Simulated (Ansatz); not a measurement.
BAs:

```
CELL_PARAMETERS angstrom
2.12755 0.00000 0.00000
0.00000 3.17406 0.00000
0.00000 0.00000 4.95098
ATOMIC_POSITIONS crystal
B 0.00000 0.50000 0.00000
As 0.50000 0.50000 0.50000
```

The cell was built by a generator and needn't be a form met in nature.

Base run:

| Property | Result |
| --- | --- |
| Program | Ansatz 0.2.0 |
| Functional | LDA |
| Potentials or basis | Ansatz PAW |
| Cutoff | 420 eV (not typed: the program's choice for these potentials) |
| k mesh | 12 × 8 × 6 |
| Occupations | fermi-dirac, width 0.05 eV |
| Spin | no spin polarisation |

Its results: band gap on the k mesh none (metal or under the smearing width); pressure 0.6 GPa.

Problem. The run is repeated on the same cell with these changes: functional from LDA to PBE. What comes out?

Solution. Band gap on the k mesh none (metal or under the smearing width); pressure 5.6 GPa.

PBE binds less tightly than LDA, so the same cell stands under more pressure.

Caveats: the PAW data sets come from PBE, with cores solved anew for the run's functional, which leaves a small shift of forces and pressure (some runs); this functional lacks dispersion, which binds the layers, so the pressure and a relaxed spacing across them are unreliable (some runs).
